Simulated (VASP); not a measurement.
Output of a VASP run:

OSZICAR:
```
       N       E                     dE             d eps       ncg     rms          rms(c)
DAV:   1     0.211951912981E+03    0.21195E+03   -0.20679E+04  1248   0.176E+03
DAV:   2    -0.279797894632E+02   -0.23993E+03   -0.23388E+03  1560   0.364E+02
DAV:   3    -0.374784971892E+02   -0.94987E+01   -0.94699E+01  1400   0.740E+01
DAV:   4    -0.375391182091E+02   -0.60621E-01   -0.60607E-01  1380   0.676E+00
DAV:   5    -0.375394389618E+02   -0.32075E-03   -0.32075E-03  1364   0.501E-01    0.971E+00
DAV:   6    -0.350297852097E+02    0.25097E+01   -0.99042E+00  1372   0.246E+01    0.281E+00
DAV:   7    -0.349778632549E+02    0.51922E-01   -0.11020E-01  1304   0.238E+00    0.175E+00
DAV:   8    -0.349529800181E+02    0.24883E-01   -0.24633E-02  1416   0.206E+00    0.150E-01
DAV:   9    -0.349528483124E+02    0.13171E-03   -0.19892E-03  1412   0.351E-01    0.575E-02
DAV:  10    -0.349528785813E+02   -0.30269E-04   -0.89674E-05  1340   0.815E-02    0.369E-03
DAV:  11    -0.349528784331E+02    0.14823E-06   -0.19714E-06   912   0.119E-02
   1 F= -.31386077E+02 E0= -.31386077E+02  d E =-.313861E+02
```

File OUTCAR:
```
------------------------ aborting loop because EDIFF is reached ----------------------------------------
  FORCE on cell =-STRESS in cart. coord.  units (eV):
  Direction    XX          YY          ZZ          XY          YZ          ZX
  --------------------------------------------------------------------------------------
  Total        3.6038940      3.6038940      3.6467235     -0.0000000      0.0000000      0.0000000
  in kB      101.0399422    101.0399422    102.2407252     -0.0000000      0.0000000      0.0000000
  external PRESSURE =       1.4402032 kB  Pullay stress =     100.0000000 kB
  volume of cell :       57.15
      direct lattice vectors                 reciprocal lattice vectors
     4.411433884  0.000000000  0.000000000     0.226683665  0.000000000  0.000000000
     0.000000000  4.411433884  0.000000000     0.000000000  0.226683665  0.000000000
     0.000000000  0.000000000  2.936499642     0.000000000  0.000000000  0.340541502
 POSITION                                       TOTAL-FORCE (eV/Angst)
 -----------------------------------------------------------------------------------
      0.00000      0.00000      0.00000         0.000000      0.000000      0.000000
      2.20572      2.20572      1.46825         0.000000      0.000000      0.000000
      1.33136      1.33136      0.00000         0.001173      0.001173      0.000000
      3.53707      0.87436      1.46825         0.001173     -0.001173     -0.000000
      0.87436      3.53707      1.46825        -0.001173      0.001173      0.000000
      3.08008      3.08008      0.00000        -0.001173     -0.001173     -0.000000
 -----------------------------------------------------------------------------------
    total drift:                                0.000000     -0.000000      0.000000
  FREE ENERGIE OF THE ION-ELECTRON SYSTEM (eV)
  ---------------------------------------------------
  free  energy   TOTEN  =       -34.9528784331 eV

  energy  without entropy=      -34.9528784331  energy(sigma->0) =      -34.95287843
  enthalpy is  TOTEN    =       -31.3860771089 eV   P V=        3.5668013242

 reached required accuracy - stopping structural energy minimisation
```
(Selected blocks of OUTCAR.)

File POSCAR:
```
MgF2
1
    4.4114338841    -0.0000000000     0.0000000000
   -0.0000000000     4.4114338841     0.0000000000
    0.0000000000     0.0000000000     2.9364996422
Mg F
2 4
Direct
  0.0000000000   0.0000000000   0.0000000000
  0.5000000000   0.5000000000   0.5000000000
  0.3017964926   0.3017964926   0.0000000000
  0.8017964926   0.1982035074   0.5000000000
  0.1982035074   0.8017964926   0.5000000000
  0.6982035074   0.6982035074   0.0000000000
```

Problem. Reconstruct the remaining input files.

Solution. One answer among several that fit: the input of the run itself, LDA (Ceperley-Alder, Perdew-Zunger), plane waves, VASP's LDA PAW potentials (set 64).

**INCAR**
```
SYSTEM = MgF2
PREC = Accurate; ENCUT = 620; LREAL = .FALSE.
LASPH = .TRUE.
EDIFF = 1E-6; NELM = 100; ALGO = Normal
ISMEAR = 0; SIGMA = 0.05
IBRION = 2; NSW = 40; ISIF = 3
EDIFFG = -0.02; PSTRESS = 100
LWAVE = .FALSE.; LCHARG = .FALSE.
```

**KPOINTS**
```
Automatic
0
G
 5 5 8
0 0 0
```

POTCAR, in this order: Mg F (LDA.64 set). Program: vasp_std.

The compound is MgF2 in the rutile structure. It was relaxed first under an external pressure of 10 GPa.
